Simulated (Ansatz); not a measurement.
Write an Ansatz input for a single-point calculation of Fe with PBE (scalar-relativistic), a cutoff of 420 eV (density cutoff 4 times that), a Γ-centred 10×10×10 mesh and Gaussian smearing of 0.05 eV, with collinear spin, starting moments 2.50 μB on the atoms in order. Forces, stress and eigenvalues are wanted, and also Löwdin populations. The structure:
```
CELL_PARAMETERS angstrom
0.0000000000 1.8079891795 1.8079891795
1.8079891795 0.0000000000 1.8079891795
1.8079891795 1.8079891795 0.0000000000
ATOMIC_POSITIONS crystal
Fe 0.0000000000 0.0000000000 0.0000000000
```

```yaml
crystal:
  lattice:
    - [0.0, 1.8079891795, 1.8079891795]
    - [1.8079891795, 0.0, 1.8079891795]
    - [1.8079891795, 1.8079891795, 0.0]
  atoms:
    - { symbol: Fe, position: [0.0, 0.0, 0.0], spin: 2.5 }
basis:
  ecutwfc: 420
  ecutrho_ratio: 4
kpoints:
  mp_grid: { grid: [10, 10, 10] }
hamiltonian:
  xc: pbe
scf:
  occupations: { method: gaussian, width: 0.05 }
output:
  forces: true
  stress: true
  eigenvalues: true
  populations: true
magnetization:
  spin_polarized: true
```

Run as written, it has 16 valence electrons, 259 plane waves at Γ, 48 symmetry operations and 47 irreducible k-points; it took 16 SCF iterations in all. 

At room temperature and ambient pressure Fe is bcc.
